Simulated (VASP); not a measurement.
The system is AlN.

```
CELL_PARAMETERS angstrom
3.30078 0.00000 0.00000
-1.65039 2.85856 0.00000
0.00000 0.00000 4.13843
ATOMIC_POSITIONS crystal
Al 0.33333 0.66667 0.75000
Al 0.66667 0.33333 0.25000
N 0.33333 0.66667 0.25000
N 0.66667 0.33333 0.75000
```

Measurements of this composition are mostly on another form, of space group No. 186.

Program: VASP 6.6.1. Alike in all runs: task band structure; potentials or basis VASP PAW PBE potentials, release 64 (Al, N); no spin polarisation; cell as given; k mesh 9 × 9 × 6; cutoff (eV) 520; smearing gaussian 0.02 eV.

Question: Order these runs on this cell by their band gap on the k mesh, lowest first.
A. level TB-mBJ
B. level PBEsol
C. level r2SCAN

Answer: B (3.35 eV), C (4.02 eV), A (4.62 eV).
